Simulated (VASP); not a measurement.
# C (P6_3/mmc) in VASP: further runs

The runs below take C through electric field gradients, with PBE, r2SCAN.

The COD entry that gives the cell may itself be a prediction, so a difference from it is no test against experiment.

Program: VASP 6.6.1. These are calculated values, not measurements. Logs are shortened: lines on timing, memory, paths and dates and some standing lists are left out, and cuts for length are marked.

## (1) Starting point

Symmetry: P6_3/mmc, No. 194, hexagonal system. The conventional cell has a = 2.522 Å, b = 2.522 Å, c = 16.474 Å, α = 90.00°, β = 90.00°, γ = 120.00°. C (site symmetry 3m) is surrounded by 4 C at 1.54 Å. Around C (site symmetry 3m) lie 4 C at 1.54 Å. C (site symmetry 3m) is surrounded by 4 C at 1.54 Å. C (site symmetry 3m) has 4 C at 1.54 Å as nearest neighbours.

This is a hexagonal form of diamond, not graphite.

## (2) Electric field gradients, PBE

INCAR reads:

```
PREC = Accurate
ENCUT = 520
EDIFF = 1E-8
ISMEAR = -1
SIGMA = 0.05
LREAL = Auto
LASPH = T
NELM = 60
ALGO = Normal
ISIF = 2
LWAVE = F
LCHARG = F
GGA = PE
LEFG = T
NBANDS = 46
```

KPOINTS reads:

```
regular mesh
0
Gamma
  15 15 2
```

POSCAR reads:

```
C
1.0
    2.5221000000      0.0000000000      0.0000000000
   -1.2610500000      2.1842026709      0.0000000000
    0.0000000000      0.0000000000     16.4743000000
C
16
Direct
    0.0000000000      0.0000000000      0.0468800000
    0.0000000000      0.0000000000      0.5468800000
    0.0000000000      0.0000000000      0.4531200000
    0.0000000000      0.0000000000      0.9531200000
    0.3333333333      0.6666666667      0.0781300000
    0.6666666667      0.3333333333      0.5781300000
    0.3333333333      0.6666666667      0.4218700000
    0.6666666667      0.3333333333      0.9218700000
    0.3333333333      0.6666666667      0.1718800000
    0.6666666667      0.3333333333      0.6718800000
    0.3333333333      0.6666666667      0.3281200000
    0.6666666667      0.3333333333      0.8281200000
    0.3333333333      0.6666666667      0.7968800000
    0.6666666667      0.3333333333      0.2968800000
    0.3333333333      0.6666666667      0.7031200000
    0.6666666667      0.3333333333      0.2031200000
```

Potentials or basis: VASP PAW PBE potentials, release 64 (C).

Launch:

```bash
> cat potpaw_PBE.64/C/POTCAR > POTCAR
> mpirun -np 1 vasp_std > vasp.out
```

OUTCAR:

```text
PREC = Accurate
   ENCUT = 520
   EDIFF = 1E-8
   ISMEAR = -1
   LREAL = Auto
   LASPH = T
   NELM = 60
   ISIF = 2
   GGA = PE

 ion  position               nearest neighbor table
   1  0.000  0.000  0.047-   5 1.54   5 1.54   5 1.54   4 1.54
   2  0.000  0.000  0.547-   6 1.54   6 1.54   6 1.54   3 1.54
   3  0.000  0.000  0.453-   7 1.54   7 1.54   7 1.54   2 1.54
   4  0.000  0.000  0.953-   8 1.54   8 1.54   8 1.54   1 1.54
   5  0.333  0.667  0.078-   1 1.54   1 1.54   1 1.54   9 1.54
   6  0.667  0.333  0.578-   2 1.54   2 1.54   2 1.54  10 1.54
[... 8 lines left out ...]
  15  0.333  0.667  0.703-  10 1.54  10 1.54  10 1.54  13 1.54
  16  0.667  0.333  0.203-   9 1.54   9 1.54   9 1.54  14 1.54

  LATTYP: Found a hexagonal cell.
 ALAT       =     2.5221000000
 C/A-ratio  =     6.5319773205

  Lattice vectors:

 A1 = (   2.5221000000,   0.0000000000,   0.0000000000)
 A2 = (  -1.2610500000,   2.1842026709,   0.0000000000)
 A3 = (   0.0000000000,   0.0000000000,  16.4743000000)

Analysis of symmetry for initial positions (statically):
=====================================================================
 Subroutine PRICEL returns:
 Original cell was already a primitive cell.

 Routine SETGRP: Setting up the symmetry group for a
 hexagonal supercell.

 Subroutine GETGRP returns: Found 24 space group operations
 (whereof 12 operations were pure point group operations)
 out of a pool of 24 trial point group operations.

The static configuration has the point symmetry D_3d.
 The point group associated with its full space group is D_6h.

Analysis of symmetry for dynamics (positions and initial velocities):
=====================================================================
 Subroutine PRICEL returns:
 Original cell was already a primitive cell.

 Routine SETGRP: Setting up the symmetry group for a
 hexagonal supercell.

 Subroutine GETGRP returns: Found 24 space group operations
 (whereof 12 operations were pure point group operations)
 out of a pool of 24 trial point group operations.

The dynamic configuration has the point symmetry D_3d.
 The point group associated with its full space group is D_6h.

 Subroutine INISYM returns: Found 24 space group operations
 (whereof 12 operations are pure point group operations),
 and found     1 'primitive' translations

----------------------------------------------------------------------------------------

                                     Primitive cell

  volume of cell :      90.7533

  direct lattice vectors                    reciprocal lattice vectors
     2.522100000  0.000000000  0.000000000     0.396494984  0.228916486  0.000000000
    -1.261050000  2.184202671  0.000000000     0.000000000  0.457832972  0.000000000
     0.000000000  0.000000000 16.474300000     0.000000000  0.000000000  0.060700606

  length of vectors
     2.522100000  2.522100000 16.474300000     0.457832972  0.457832972  0.060700606

  position of ions in fractional coordinates (direct lattice)
     0.000000000  0.000000000  0.046880000
     0.000000000  0.000000000  0.546880000
     0.000000000  0.000000000  0.453120000
     0.000000000  0.000000000  0.953120000
     0.333333333  0.666666667  0.078130000
     0.666666667  0.333333333  0.578130000
[... 8 lines left out ...]
     0.333333333  0.666666667  0.703120000
     0.666666667  0.333333333  0.203120000

  ion indices of the primitive-cell ions
   primitive index   ion index
                 1           1
                 2           2
                 3           3
                 4           4
                 5           5
                 6           6
[... 8 lines left out ...]
                15          15
                16          16

----------------------------------------------------------------------------------------

 KPOINTS: regular mesh

[... 72 lines left out ...]
   NFREE  =      0    steps in history (QN), initial steepest desc. (CG)
   ISIF   =      2    stress and relaxation
   ISYM   =      2    0-nonsym 1-usesym 2-fastsym
   POTIM  = 0.5000    time-step for ionic-motion
   TEBEG  =    0.0;   TEEND  =   0.0 temperature during run
   PSTRESS=    0.0 pullay stress
   NELECT =      64.0000    total number of electrons
   NUPDOWN=      -1.0000    fix difference up-down
   EMIN   =  10.00;   EMAX   =-10.00  energy-range for DOS
   EFERMI =   0.00;   METHOD = LEGACY
   ISMEAR =    -1;   SIGMA  =   0.05  broadening in eV -4-tet -1-fermi 0-gaus
   EFERMI_NEDOS =   21; number of points for ismear=-14 and -15
   IALGO  =     38    algorithm
   IMIX   =      4    mixing-type and parameters
     AMIX     =   0.40;   BMIX     =  1.00
     AMIX_MAG =   1.60;   BMIX_MAG =  1.00
  volume/ion in A,a.u.               =       5.67        38.28
  Fermi-wavevector in a.u.,A,eV,Ry     =   1.457183  2.753677 28.890369  2.123382
  Thomas-Fermi vector in A             =   2.574014
   LORBIT       =      0    0 simple, 1 ext, 2 COOP (PROOUT), +10 PAW based schemes
   GGA     = PE    functional components
   LHFCALC =     F    Hartree Fock is set to
   AEXX    =    0.0000 exact exchange contribution
   IVDW    =     0    specifies the selected vdW correction
   LEPSILON=     F    determine dielectric tensor
   LRPA    =     F    only Hartree local field effects (RPA)
 non-spin polarized calculation
  energy-cutoff  :      520.00
  volume of cell :       90.75
 maximum number of plane-waves:      2474
 NGX is ok and might be reduce to    20
   NGX =  9   NGY =  9   NGZ = 61

 number of electron      64.0000001 magnetization

 Free energy of the ion-electron system (eV)
  ---------------------------------------------------
  ext. energy  EPLUGINS =         0.00000000
  ---------------------------------------------------
  free energy    TOTEN  =      -145.40016014 eV

  energy without entropy =     -145.40016014  energy(sigma->0) =     -145.40016014

 E-fermi :  10.8006     XC(G=0): -13.2494

 val. band max:        9.7993769769   @ k =   0.0000   0.0000   0.0000
 cond. band min:      14.1597432215   @ k =   0.3333   0.0000   0.0000
 fundamental gap:      4.3603662446
 Fermi energy:        10.8005683191

 k-point     1 :       0.0000    0.0000    0.0000
  band No.  band energies     occupation
      1     -11.7546      2.00000
      2     -11.3415      2.00000
      3     -11.3018      2.00000
      4     -10.0484      2.00000
      5     -10.0246      2.00000
      6      -7.9726      2.00000
[... 1117 lines left out ...]
     43      18.9701      0.00000
     44      19.2090      0.00000

 [... further k-points ...]

 [bands above 44 left out]

------------------------ aborting loop because EDIFF is reached ----------------------------------------

  FORCE on cell =-STRESS in cart. coord.  units (eV):
  Direction    XX          YY          ZZ          XY          YZ          ZX
  --------------------------------------------------------------------------------------
  -------------------------------------------------------------------------------------
  Total        0.3961877      0.3961877      3.8141962      0.0000000      0.0000000      0.0000000
  in kB        6.9943826      6.9943826     67.3366345      0.0000000      0.0000000      0.0000000
  external PRESSURE =      27.1084666 kB  Pullay stress =       0.0000000 kB

 VOLUME and BASIS-vectors are now :
 -----------------------------------------------------------------------------
  energy-cutoff  :      520.00
  volume of cell :       90.75
      direct lattice vectors                 reciprocal lattice vectors
     2.522100000  0.000000000  0.000000000     0.396494984  0.228916486  0.000000000
    -1.261050000  2.184202671  0.000000000     0.000000000  0.457832972  0.000000000
     0.000000000  0.000000000 16.474300000     0.000000000  0.000000000  0.060700606

 POSITION                                       TOTAL-FORCE (eV/Angst)
 -----------------------------------------------------------------------------------
      0.00000      0.00000      0.77232         0.000000     -0.000000     -0.023750
      0.00000      0.00000      9.00947         0.000000     -0.000000     -0.023750
      0.00000      0.00000      7.46483         0.000000      0.000000      0.023750
      0.00000      0.00000     15.70198         0.000000     -0.000000      0.023750
     -0.00000      1.45614      1.28714         0.000000     -0.000000      0.015792
      1.26105      0.72807      9.52429         0.000000     -0.000000      0.015792
[... 8 lines left out ...]
     -0.00000      1.45614     11.58341        -0.000000      0.000000     -0.323248
      1.26105      0.72807      3.34626        -0.000000     -0.000000     -0.323248
 -----------------------------------------------------------------------------------
    total drift:                                0.000000     -0.000000      0.000000

  FREE ENERGIE OF THE ION-ELECTRON SYSTEM (eV)
  ---------------------------------------------------
  free  energy   TOTEN  =      -145.4001601350 eV

  energy  without entropy=     -145.4001601350  energy(sigma->0) =     -145.40016014

 Electric field gradients (V/A^2)
---------------------------------------------------------------------
 ion       V_xx      V_yy      V_zz      V_xy      V_xz      V_yz
---------------------------------------------------------------------
   1      -0.023    -0.023     0.046     0.000     0.000    -0.000
   2      -0.023    -0.023     0.046     0.000    -0.000     0.000
   3      -0.023    -0.023     0.046     0.000    -0.000     0.000
   4      -0.023    -0.023     0.046     0.000     0.000    -0.000
   5      -0.077    -0.078     0.154    -0.000     0.000    -0.000
   6      -0.077    -0.078     0.154    -0.000    -0.000     0.000
[... 8 lines left out ...]
  15      -0.569    -0.570     1.139    -0.000    -0.000     0.000
  16      -0.569    -0.570     1.139    -0.000     0.000    -0.000
---------------------------------------------------------------------

 Electric field gradients after diagonalization (V/A^2)
 (convention: |V_zz| > |V_xx| > |V_yy|)
----------------------------------------------------------------------
 ion       V_xx      V_yy      V_zz     asymmetry (V_yy - V_xx)/ V_zz
----------------------------------------------------------------------
   1      -0.023    -0.023     0.046       0.009
   2      -0.023    -0.023     0.046       0.009
   3      -0.023    -0.023     0.046       0.009
   4      -0.023    -0.023     0.046       0.009
   5      -0.078    -0.077     0.154       0.007
   6      -0.078    -0.077     0.154       0.007
[... 8 lines left out ...]
  15      -0.570    -0.569     1.139       0.001
  16      -0.570    -0.569     1.139       0.001
----------------------------------------------------------------------

           NMR quadrupolar parameters

 Cq : quadrupolar parameter    Cq=e*Q*V_zz/h
 eta: asymmetry parameters     (V_yy - V_xx)/ V_zz
 Q  : nuclear electric quadrupole moment in mb (millibarn)
----------------------------------------------------------------------
 ion       Cq(MHz)       eta       Q (mb)
----------------------------------------------------------------------
   1       0.000       0.009       1.000
   2       0.000       0.009       1.000
   3       0.000       0.009       1.000
   4       0.000       0.009       1.000
   5       0.000       0.007       1.000
   6       0.000       0.007       1.000
[... 8 lines left out ...]
  15       0.003       0.001       1.000
  16       0.003       0.001       1.000
----------------------------------------------------------------------
```

It took 3.9 min on 1 thread of AMD EPYC 9R45 (Zen 5), shared host; peak memory 0.26 GiB.

Results:

```yaml
Free_energy: -145.4002 eV
Pressure: 2.7 GPa
Largest_force: 0.323 eV/Å
Band_gap_on_the_k_mesh: 4.36 eV, indirect (least direct gap 5.36 eV)
```

Forces on the atoms (eV/Å):
```
C    0.000  0.000 -0.024
C    0.000  0.000 -0.024
C    0.000  0.000  0.024
C    0.000  0.000  0.024
C    0.000  0.000  0.016
C    0.000  0.000  0.016
C    0.000  0.000 -0.016
C    0.000  0.000 -0.016
C    0.000  0.000 -0.318
C    0.000  0.000 -0.318
C    0.000  0.000  0.318
C    0.000  0.000  0.318
C    0.000  0.000  0.323
C    0.000  0.000  0.323
C    0.000  0.000 -0.323
C    0.000  0.000 -0.323
```

Stress tensor (GPa, compression positive):
```
0.70 0.00 0.00
0.00 0.70 0.00
0.00 0.00 6.73
```

Electric field gradients, principal values (V/Å²):
```tsv
atom	Vxx	Vyy	Vzz
1 C	-0.023	-0.023	0.046
2 C	-0.023	-0.023	0.046
3 C	-0.023	-0.023	0.046
4 C	-0.023	-0.023	0.046
5 C	-0.077	-0.078	0.154
6 C	-0.077	-0.078	0.154
7 C	-0.077	-0.078	0.154
8 C	-0.077	-0.078	0.154
9 C	0.124	0.125	-0.249
10 C	0.124	0.125	-0.249
11 C	0.124	0.125	-0.249
12 C	0.124	0.125	-0.249
13 C	-0.569	-0.570	1.139
14 C	-0.569	-0.570	1.139
15 C	-0.569	-0.570	1.139
16 C	-0.569	-0.570	1.139
```

Caveat: an odd mesh through Γ misses points on the zone boundary, where band edges often lie.

[end of part 1 of 2]
